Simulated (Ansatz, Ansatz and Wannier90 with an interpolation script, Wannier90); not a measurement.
Rows from a G0W0 calculation on SnS2 (1T monolayer) (Ansatz 0.2.0; G0W0 on PBE, plane waves, PAW; 12×12×1 mesh, 561 empty bands, screening to 80 eV), in eV. Spin-orbit coupling is left out.

```csv
row,k,band,start,Σx,Σc at the solution,Vxc
A,"(0.000, 0.167, 0.000)",c2,-2.206,-7.876,-3.756,-12.293
B,"(0.000, -0.500, 0.000)",v1,-7.067,-18.032,1.865,-15.542
C,"(0.000, 0.167, 0.000)",c1,-3.986,-11.827,-3.186,-15.828
D,"(0.000, 0.167, 0.000)",v1,-6.838,-18.098,1.738,-15.771
E,"(0.000, -0.500, 0.000)",c2,-2.045,-7.544,-3.777,-11.986
F,"(0.000, -0.500, 0.000)",c1,-5.260,-10.576,-2.860,-14.145
```

Work out each quasiparticle level and how far it moved.

The quasiparticle equation reads E = start + Σx + Σc(E) − Vxc.

```csv
row,E (eV),shift (eV)
A,-1.545,+0.661
B,-7.692,−0.625
C,-3.171,+0.816
D,-7.427,−0.589
E,-1.380,+0.665
F,-4.551,+0.709
```

The gap over the computed points goes from 1.58 eV to 2.88 eV.

Limits: not at the basis limit; no spin-orbit coupling.

[Paths, hosts, dates, memory and timing lines, banners, echoed tables and standing remarks are left out of the program output.]

[Logs are printed without paths, hosts, clocks, repeated set-up lines and the standing remarks that a program may print on its own settings, such as how far it seeks lower states.]

[Runs of the session that timed out or met a known fault of the program may be left out.]

[Hosts, paths, dates, database ids (printed as entryN), source tags and the programs' standing remarks are cut or masked in the printed files.]
